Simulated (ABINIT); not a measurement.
Here is an ABINIT 10.8.3 (patched build) calculation.

Contents of run.abi:

```
pp_dirpath "./"
pseudos "Si_ONCV_PBE-1.2.upf, C_ONCV_PBE-1.2.upf"

acell 3*1.0
rprim
     5.8127975593     0.0000000000     0.0000000000
    -2.9063987797     5.0340303534     0.0000000000
     0.0000000000     0.0000000000     9.5393374771
ntypat 2
znucl 14 6
natom 4
typat 1 1 2 2
xred
     0.6666666667     0.3333333333     0.5000000000
     0.3333333333     0.6666666667     0.0000000000
     0.6666666667     0.3333333333     0.8850000000
     0.3333333333     0.6666666667     0.3850000000

ecut 30.0

kptopt 1
ngkpt 8 8 4
nshiftk 1
shiftk 0.0 0.0 0.0

ixc 11

nband 10
occopt 1

nstep 100
tolvrs 1.0e-10
diemac 6.0

iomode 3
prtwf 0
prteig 0
prtebands 0
enunit 1
prtden 1
prtvha 1
prtvclmb 1
prtpot 1
prtelf 1
```

Potentials or basis: SG15 NC PBE v1.2.

Run with:

```console
$ mpirun --bind-to none -np 8 abinit run.abi > log 2>&1
```

(1) Predict the largest force.

(2) Predict the band gap on the k mesh.

Results:

(1) 0.748 eV/Å.

(2) 2.60 eV, indirect (least direct gap 4.08 eV).
